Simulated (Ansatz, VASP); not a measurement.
# KBr: 3 runs at one level of theory

The starting cell:

```
CELL_PARAMETERS angstrom
0.00000 3.30000 3.30000
3.30000 0.00000 3.30000
3.30000 3.30000 0.00000
ATOMIC_POSITIONS crystal
Br 0.50000 0.50000 0.50000
K 0.00000 0.00000 0.00000
```

Alike in all runs: task relaxation of cell and atoms; functional PBEsol; k mesh 7 × 7 × 7; occupations fermi-dirac, width 0.05 eV; no spin polarisation; no spin-orbit coupling.

```
                        program and potentials  plane-wave cutoff (eV)                                                 notes  equilibrium volume (Å³/atom)
                            Ansatz, Ansatz PAW                     420  potentials made for PBE, which Ansatz adapts in part                         35.11
Ansatz, all-electron LAPW, scalar-relativistic                       -                                                     -                         35.11
          VASP, PBE PAW files Br, K_sv, 600 eV                     600                               potentials made for PBE                         35.28
```

The equilibrium volume spans 35.11 (Ansatz, all-electron LAPW, scalar-relativistic) to 35.28 Å³/atom (VASP, PBE PAW files Br, K_sv, 600 eV), with all-electron results at 35.11. Relaxations stop with a little pressure left, so the last digit of a volume isn't settled.

Differences between rows come from potentials, basis sets and numerical settings, since the functional is the same but for its coding. Runs on potential files found faulty are left out.
